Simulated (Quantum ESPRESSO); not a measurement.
The system is Pt.

```
Pt
1.0
     0.00000    1.96090    1.96090
     1.96090    0.00000    1.96090
     1.96090    1.96090    0.00000
Pt
1
Direct
  0.00000 0.00000 0.00000
```

```yaml
Program: Quantum ESPRESSO 7.5
Task: relaxation of cell and atoms
Functional: LDA
Dispersion: rVV10
Potentials_or_basis: GBRV 1.5 LDA
Cutoff: 612 eV
Density_cutoff: 4898 eV
k_mesh: 12 × 12 × 12
Occupations: cold, width 0.2 eV
Spin: no spin polarisation
```

At the start: pressure -14.4 GPa; volume 15.08 Å³/atom.

Question: How do energy, volume and symmetry change on relaxing?

Answer: Over 4 steps the energy falls by 30.5 meV/atom and the volume is 14.38 Å³/atom (-4.7 %); space group Fm-3m (No. 225, to 0.05 Å).

Step by step:
| step | energy change (eV) | largest force (eV/Å) | pressure (GPa) | volume (Å³) |
| --- | --- | --- | --- | --- |
| 1 | 0.0000 | 0.0000 | -14.38 | 15.08 |
| 2 | -0.0283 | 0.0000 | 3.59 | 14.23 |
| 3 | -0.0305 | 0.0000 | -0.28 | 14.39 |
| 4 | -0.0305 | 0.0000 | 0.00 | 14.38 |

Final structure:
```
CELL_PARAMETERS angstrom
0.00000 1.92993 1.92993
1.92993 0.00000 1.92993
1.92993 1.92993 0.00000
ATOMIC_POSITIONS crystal
Pt 0.00000 0.00000 0.00000
```

Caveat: rVV10's parameter b was fitted to another functional.
